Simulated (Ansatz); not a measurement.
Crystal: Ti.

```
CELL_PARAMETERS angstrom
0.00000 2.03000 2.03000
2.03000 0.00000 2.03000
2.03000 2.03000 0.00000
ATOMIC_POSITIONS crystal
Ti 0.00000 0.00000 0.00000
```

This isn't the form of Ti at room conditions, which is hcp.

Base run:

| Property | Result |
| --- | --- |
| Program | Ansatz 0.2.0 |
| Functional | PBEsol |
| Potentials or basis | all-electron LAPW, scalar-relativistic |
| Cutoff | 224 eV (chosen from the basis error) |
| Basis error allowed | 0.001 eV/atom |
| k mesh | 11 × 11 × 11 |
| Occupations | gaussian, width 0.02 eV |
| Spin | no spin polarisation |

Its results: band gap on the k mesh none (metal or under the smearing width); pressure -0.9 GPa.

**Question.** The run is repeated on the same cell with these changes: functional from PBEsol to PBE; occupations from gaussian, width 0.02 eV to gaussian, width 0.05 eV. What comes out?

**Answer.** Band gap on the k mesh none (metal or under the smearing width); pressure 3.9 GPa.
